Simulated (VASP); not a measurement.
# SiC (Fm-3m) in VASP: a series of runs

One crystal, SiC, is run at these levels: LDA, PBEsol; tasks: phonons.

All numbers are computed with VASP 6.6.1; they aren't measurements. Logs are shortened: lines on timing, memory, paths and dates and some standing lists are left out, and cuts for length are marked.

## 1. The crystal as given

Symmetry: Fm-3m, No. 225, cubic system. The conventional cell has a = 4.013 Å, b = 4.013 Å, c = 4.013 Å, α = 90.00°, β = 90.00°, γ = 90.00°. Around Si (site symmetry m-3m) lie 6 C at 2.01 Å. C (site symmetry m-3m) is surrounded by 6 Si at 2.01 Å.

The cell was built by a generator and needn't be a form met in nature.

## 2. Phonons, LDA, target pressure 1.5 GPa, at which the enthalpy is minimised

Input file POSCAR:

```
SiC
1.0
    0.0000000000      2.0066124390      2.0066124390
    2.0066124390     -0.0000000000      2.0066124390
    2.0066124390      2.0066124390      0.0000000000
  Si              C
     1     1
Direct
     0.0000000000000000    0.0000000000000000    0.0000000000000000
     0.5000000000000000    0.5000000000000000    0.5000000000000000
```

Input file INCAR.step1:

```
SYSTEM = SiC
PREC = Accurate
ENCUT = 600
EDIFF = 1E-8
ISMEAR = 0
SIGMA = 0.03
LREAL = .False.
LASPH = .True.
NELM = 80
ALGO = Normal
ISIF = 3
LWAVE = .False.
LCHARG = .False.
GGA = CA
PSTRESS = 15.0
IBRION = 2
NSW = 40
EDIFFG = -0.002
```

Input file INCAR.step2:

```
SYSTEM = SiC
PREC = Accurate
ENCUT = 600
EDIFF = 1E-8
ISMEAR = 0
SIGMA = 0.03
LREAL = .False.
LASPH = .True.
NELM = 80
ALGO = Normal
ISIF = 2
LWAVE = .False.
LCHARG = .False.
GGA = CA
PSTRESS = 15.0
IBRION = 6
NFREE = 2
POTIM = 0.015
NSW = 1
```

Input file KPOINTS:

```
regular mesh
0
Gamma
  12 12 12
  0 0 0
```

Potentials or basis: VASP PAW LDA potentials, release 64 (Si, C).

On the command line:

```
$ cat potpaw_LDA.64/Si/POTCAR potpaw_LDA.64/C/POTCAR > POTCAR
$ cp INCAR.step1 INCAR
$ mpirun -np 1 vasp_std > vasp.out
$ cp CONTCAR POSCAR
$ cp INCAR.step2 INCAR
$ mpirun -np 1 vasp_std > vasp.out
```

OUTCAR:

```text
SYSTEM = SiC
   PREC = Accurate
   ENCUT = 600
   EDIFF = 1E-8
   ISMEAR = 0
   LREAL = .False.
   LASPH = .True.
   NELM = 80
   ISIF = 2
   GGA = CA
   PSTRESS = 15.0
   IBRION = 6
   NFREE = 2
   POTIM = 0.015
   NSW = 1

 ion  position               nearest neighbor table
   1  0.000  0.000  0.000-   2 2.00   2 2.00   2 2.00   2 2.00   2 2.00   2 2.00
   2  0.500  0.500  0.500-   1 2.00   1 2.00   1 2.00   1 2.00   1 2.00   1 2.00

  LATTYP: Found a face centered cubic cell.
 ALAT       =     4.0047337528

  Lattice vectors:

 A1 = (   0.0000000000,   2.0023668764,   2.0023668764)
 A2 = (   2.0023668764,   0.0000000000,   2.0023668764)
 A3 = (   2.0023668764,   2.0023668764,   0.0000000000)

Analysis of symmetry for initial positions (statically):
=====================================================================
 Subroutine PRICEL returns:
 Original cell was already a primitive cell.

 Routine SETGRP: Setting up the symmetry group for a
 face centered cubic supercell.

 Subroutine GETGRP returns: Found 48 space group operations
 (whereof 48 operations were pure point group operations)
 out of a pool of 48 trial point group operations.

The static configuration has the point symmetry O_h .

Analysis of symmetry for dynamics (positions and initial velocities):
=====================================================================
 Subroutine PRICEL returns:
 Original cell was already a primitive cell.

 Routine SETGRP: Setting up the symmetry group for a
 face centered cubic supercell.

 Subroutine GETGRP returns: Found 48 space group operations
 (whereof 48 operations were pure point group operations)
 out of a pool of 48 trial point group operations.

The dynamic configuration has the point symmetry O_h .

 Subroutine INISYM returns: Found 48 space group operations
 (whereof 48 operations are pure point group operations),
 and found     1 'primitive' translations

----------------------------------------------------------------------------------------

                                     Primitive cell

  volume of cell :      16.0569

  direct lattice vectors                    reciprocal lattice vectors
     0.000000000  2.002366876  2.002366876    -0.249704490  0.249704490  0.249704490
     2.002366876  0.000000000  2.002366876     0.249704490 -0.249704490  0.249704490
     2.002366876  2.002366876  0.000000000     0.249704490  0.249704490 -0.249704490

  length of vectors
     2.831774393  2.831774393  2.831774393     0.432500864  0.432500864  0.432500864

  position of ions in fractional coordinates (direct lattice)
     0.000000000  0.000000000  0.000000000
     0.500000000  0.500000000  0.500000000

  ion indices of the primitive-cell ions
   primitive index   ion index
                 1           1
                 2           2

----------------------------------------------------------------------------------------

 KPOINTS: regular mesh

Automatic generation of k-mesh.
 Grid dimensions read from file:
 generate k-points for:   12   12   12

 Generating k-lattice:

  Cartesian coordinates                     Fractional coordinates (reciprocal lattice)
    -0.020808708  0.020808708  0.020808708     0.083333333  0.000000000  0.000000000
     0.020808708 -0.020808708  0.020808708     0.000000000  0.083333333  0.000000000
     0.020808708  0.020808708 -0.020808708     0.000000000  0.000000000  0.083333333

  Length of vectors
     0.036041739  0.036041739  0.036041739

  Shift w.r.t. Gamma in fractional coordinates (k-lattice)
     0.000000000  0.000000000  0.000000000

 Subroutine IBZKPT returns following result:
 ===========================================

 Found     72 irreducible k-points:

 Following reciprocal coordinates:
            Coordinates               Weight
  0.000000  0.000000  0.000000      1.000000
  0.083333  0.000000  0.000000      8.000000
  0.166667  0.000000  0.000000      8.000000
  0.250000  0.000000  0.000000      8.000000
  0.333333  0.000000  0.000000      8.000000
  0.416667  0.000000  0.000000      8.000000
[... 16 lines left out ...]
  0.500000  0.166667  0.000000     24.000000
 -0.416667  0.166667  0.000000     24.000000
 [... further k-points ...]
   k-points           NKPTS =     72   k-points in BZ     NKDIM =     72   number of bands    NBANDS=      8
   number of dos      NEDOS =    301   number of ions     NIONS =      2
   total plane-waves  NPLWV =  13824
   dimension x,y,z NGX =    24 NGY =   24 NGZ =   24
   dimension x,y,z NGXF=    48 NGYF=   48 NGZF=   48
   ions per type =               1   1
   NGX,Y,Z   is equivalent  to a cutoff of  14.09, 14.09, 14.09 a.u.
   NGXF,Y,Z  is equivalent  to a cutoff of  28.18, 28.18, 28.18 a.u.
 SYSTEM =  SiC
   PREC   = accura    normal or accurate (medium, high low for compatibility)
   ISTART =      0    job   : 0-new  1-cont  2-samecut
   ICHARG =      2    charge: 1-file 2-atom 10-const
   ISPIN  =      1    spin polarized calculation?
   LNONCOLLINEAR =      F non collinear calculations
   LSORBIT =      F    spin-orbit coupling
   LASPH  =      T    aspherical Exc in radial PAW
   ENCUT  =  600.0 eV  44.10 Ry    6.64 a.u.   5.66  5.66  5.66*2*pi/ulx,y,z
   NELM   =     80;   NELMIN=  2; NELMDL=  0     # of ELM steps
   EDIFF  = 0.1E-07   stopping-criterion for ELM
   LREAL  =      F    real-space projection
   EDIFFG = 0.1E-06   stopping-criterion for IOM
   NSW    =     61    number of steps for IOM
   IBRION =      6    ionic relax: 0-MD 1-quasi-New 2-CG
   NFREE  =      2    steps in history (QN), initial steepest desc. (CG)
   ISIF   =      2    stress and relaxation
   ISYM   =      2    0-nonsym 1-usesym 2-fastsym
   POTIM  = 0.0150    time-step for ionic-motion
   TEBEG  =    0.0;   TEEND  =   0.0 temperature during run
   PSTRESS=   15.0 pullay stress
   NELECT =       8.0000    total number of electrons
   NUPDOWN=      -1.0000    fix difference up-down
   EMIN   =  10.00;   EMAX   =-10.00  energy-range for DOS
   EFERMI =   0.00;   METHOD = LEGACY
   ISMEAR =     0;   SIGMA  =   0.03  broadening in eV -4-tet -1-fermi 0-gaus
   EFERMI_NEDOS =   21; number of points for ismear=-14 and -15
   IALGO  =     38    algorithm
   IMIX   =      4    mixing-type and parameters
     AMIX     =   0.40;   BMIX     =  1.00
     AMIX_MAG =   1.60;   BMIX_MAG =  1.00
  volume/ion in A,a.u.               =       8.03        54.18
  Fermi-wavevector in a.u.,A,eV,Ry     =   1.297830  2.452543 22.917149  1.684363
  Thomas-Fermi vector in A             =   2.429197
   LORBIT       =      0    0 simple, 1 ext, 2 COOP (PROOUT), +10 PAW based schemes
   GGA     = CA    functional components
   LHFCALC =     F    Hartree Fock is set to
   AEXX    =    0.0000 exact exchange contribution
   IVDW    =     0    specifies the selected vdW correction
   LEPSILON=     F    determine dielectric tensor
   LRPA    =     F    only Hartree local field effects (RPA)
 finite differences with symmetry
 non-spin polarized calculation
 Gauss-broadening in eV      SIGMA  =   0.03
  energy-cutoff  :      600.00
  volume of cell :       16.06
 maximum number of plane-waves:       547
   NGX = 11   NGY = 11   NGZ = 11

--------------------------------------- Ionic step        1  -------------------------------------------

 number of electron       8.0000000 magnetization

 Free energy of the ion-electron system (eV)
  ---------------------------------------------------
  ext. energy  EPLUGINS =         0.00000000
  ---------------------------------------------------
  free energy    TOTEN  =       -15.30356753 eV

  energy without entropy =      -15.30317379  energy(sigma->0) =      -15.30337066

------------------------ aborting loop because EDIFF is reached ----------------------------------------

  FORCE on cell =-STRESS in cart. coord.  units (eV):
  Direction    XX          YY          ZZ          XY          YZ          ZX
  --------------------------------------------------------------------------------------
  -------------------------------------------------------------------------------------
  Total        0.1501559      0.1501559      0.1501559      0.0000000      0.0000000     -0.0000000
  in kB       14.9827701     14.9827701     14.9827701      0.0000000      0.0000000     -0.0000000
  external PRESSURE =      -0.0172299 kB  Pullay stress =      15.0000000 kB
[... 137 lines left out ...]
  enthalpy is  TOTEN    =       -15.1525730254 eV   P V=        0.1503286058

--------------------------------------- Ionic step        5  -------------------------------------------

 number of electron       8.0000000 magnetization

 Free energy of the ion-electron system (eV)
  ---------------------------------------------------
  ext. energy  EPLUGINS =         0.00000000
  ---------------------------------------------------
  free energy    TOTEN  =       -15.30290163 eV

  energy without entropy =      -15.30250695  energy(sigma->0) =      -15.30270429

 E-fermi :  12.8492     XC(G=0): -12.9575

 val. band max:       12.8309123151   @ k =   0.0000   0.5000   0.4167
 cond. band min:      12.8523644492   @ k =  -0.1667   0.0833   0.0000
 fundamental gap:      0.0214521341
 Fermi energy:        12.8492481828

 k-point     1 :       0.0000    0.0000    0.0000
  band No.  band energies     occupation
      1      -5.8323      2.00000
      2      12.8938      0.03563
      3      12.8959      0.02786
      4      12.8959      0.02786
      5      21.0667      0.00000
      6      21.8411      0.00000
      7      21.8411      0.00000
      8      21.8431      0.00000
[... 243 lines left out ...]
 k-point    24 :      -0.4167    0.1667    0.0000
  band No.  band energies     occupation
      1      -0.1712      2.00000
      2       1.9793      2.00000
      3       8.8210      2.00000
      4      10.9650      2.00000
      5      16.5075      0.00000
      6      19.8364      0.00000
      7      21.3154      0.00000
      8      25.8633      0.00000

 [... further k-points ...]
[... 5 lines left out ...]
  --------------------------------------------------------------------------------------
  -------------------------------------------------------------------------------------
  Total        0.1672647      0.1478543      0.1478543      0.0000000      0.0000000      0.0000000
  in kB       16.6899092     14.7531086     14.7531086      0.0000000      0.0000000      0.0000000
  external PRESSURE =       0.3987088 kB  Pullay stress =      15.0000000 kB
[... 17 lines left out ...]
  FREE ENERGIE OF THE ION-ELECTRON SYSTEM (eV)
  ---------------------------------------------------
  free  energy   TOTEN  =       -15.3029016307 eV

  energy  without entropy=      -15.3025069539  energy(sigma->0) =      -15.30270429

  enthalpy is  TOTEN    =       -15.1525730249 eV   P V=        0.1503286058

 INTERNAL STRAIN TENSORS FROM DISPLACED ATOMS
 ============================================

 INTERNAL STRAIN TENSOR FOR ION    1 for displacements in x,y,z  (eV/Angst):
          X           Y           Z          XY          YZ          ZX
  --------------------------------------------------------------------------------
  x     0.00000     0.00000     0.00000     0.00000     0.00000     0.00000
  y     0.00000     0.00000     0.00000     0.00000     0.00000     0.00000
  z     0.00000     0.00000     0.00000     0.00000     0.00000     0.00000

 INTERNAL STRAIN TENSOR FOR ION    2 for displacements in x,y,z  (eV/Angst):
          X           Y           Z          XY          YZ          ZX
  --------------------------------------------------------------------------------
  x     0.00000     0.00000     0.00000     0.00000     0.00000     0.00000
  y     0.00000     0.00000     0.00000     0.00000     0.00000     0.00000
  z     0.00000     0.00000     0.00000     0.00000     0.00000     0.00000

 Eigenvectors and eigenvalues of the dynamical matrix
 ----------------------------------------------------

   1 f  =   13.123676 THz    82.458488 2PiTHz  437.758708 cm-1    54.275138 meV
             X         Y         Z           dx          dy          dz
      0.000000  0.000000  0.000000     0.000000    0.547345    0.000000
      2.002367  2.002367  2.002367    -0.000000   -0.836907    0.000000

   2 f  =   13.123676 THz    82.458488 2PiTHz  437.758708 cm-1    54.275138 meV
             X         Y         Z           dx          dy          dz
      0.000000  0.000000  0.000000     0.000000    0.000000   -0.547345
      2.002367  2.002367  2.002367     0.000000    0.000000    0.836907
[... 11 lines left out ...]
   5 f/i=    0.000431 THz     0.002707 2PiTHz    0.014372 cm-1     0.001782 meV
             X         Y         Z           dx          dy          dz
      0.000000  0.000000  0.000000     0.000000    0.000000    0.836907
      2.002367  2.002367  2.002367     0.000000    0.000000    0.547345

   6 f/i=    0.000431 THz     0.002707 2PiTHz    0.014372 cm-1     0.001782 meV
             X         Y         Z           dx          dy          dz
      0.000000  0.000000  0.000000     0.055222    0.835083    0.000000
      2.002367  2.002367  2.002367     0.036116    0.546152    0.000000

 ELASTIC MODULI CONTR FROM IONIC RELAXATION (kBar)
 Direction    XX          YY          ZZ          XY          YZ          ZX
 --------------------------------------------------------------------------------
 XX           0.0000      0.0000      0.0000      0.0000      0.0000      0.0000
 YY           0.0000      0.0000      0.0000      0.0000      0.0000      0.0000
 ZZ           0.0000      0.0000      0.0000      0.0000      0.0000      0.0000
 XY           0.0000      0.0000      0.0000      0.0000      0.0000      0.0000
 YZ           0.0000      0.0000      0.0000      0.0000      0.0000      0.0000
 ZX           0.0000      0.0000      0.0000      0.0000      0.0000      0.0000
 --------------------------------------------------------------------------------
```

Run time: 32 s. Hardware: 1 thread of Intel Xeon 6975P-C (Granite Rapids), shared host; peak memory 0.15 GiB.

Results:

| Quantity | Value |
| --- | --- |
| Relaxed volume | 8.03 Å³/atom |
| Relaxed cell | a = 2.832 Å, b = 2.832 Å, c = 2.832 Å, α = 60.00°, β = 60.00°, γ = 60.00° |
| Space group after relaxing (to 0.05 Å) | Fm-3m (No. 225) |
| Highest phonon frequency at Γ, LO-TO splitting left out | 438 cm⁻¹ |

The path:
| step | energy change (eV) | largest force (eV/Å) | pressure (GPa) | volume (Å³) |
| --- | --- | --- | --- | --- |
| 1 | 0.0000 | 0.0000 | 0.00 | 16.16 |
| 2 | 0.0014 | 0.0000 | 2.41 | 15.98 |
| 3 | 0.0005 | 0.0000 | 1.49 | 16.06 |

Final structure:
```xyz
2
Lattice="0.0000 2.0024 2.0024 2.0024 0.0000 2.0024 2.0024 2.0024 0.0000" Properties=species:S:1:pos:R:3 pbc="T T T"
Si    0.0000    0.0000    0.0000
C     2.0024    2.0024    2.0024
```

Phonon frequencies in cm⁻¹ (negative: imaginary):
```csv
q point,frequencies
"(0.000, 0.000, 0.000)",0 0 0 438 438 438
```

[end of part 1 of 2]
